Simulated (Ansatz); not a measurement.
Here is an Ansatz 0.2.0 calculation.

Contents of input.yaml:

```yaml
crystal:
  lattice:
    - [-2.3713723045, 2.3713723045, 1.3292653899]
    - [2.3713723045, -2.3713723045, 1.3292653899]
    - [2.3713723045, 2.3713723045, -1.3292653899]
  atoms:
    - { symbol: Si, position: [0.5, 0.5, 0.0] }
    - { symbol: Si, position: [0.25, 0.75, 0.5] }
hamiltonian:
  xc: pbe
  pseudopotentials: { kind: paw }
kpoints:
  mp_grid: { grid: [8, 8, 8] }
scf:
  occupations: { method: fermi_dirac, width: 0.05 }
phonons:
  method: dfpt
```

Potentials or basis: Ansatz PAW.

Run with:

```sh
$ ansatz run input.yaml --threads 2 --pin off --max-ram 5632MiB --backend cpu --events-out ev --progress --plain --runs-dir out
```

Task: Estimate the highest phonon frequency at Γ.

Result: 297 cm⁻¹.

Task: Predict the band gap on the k mesh.

Result: None (metal or under the smearing width).

Phonon frequencies in cm⁻¹ (negative: imaginary):
```
              q point       frequencies
(0.000, 0.000, 0.000)  0 0 0 76 297 297
```
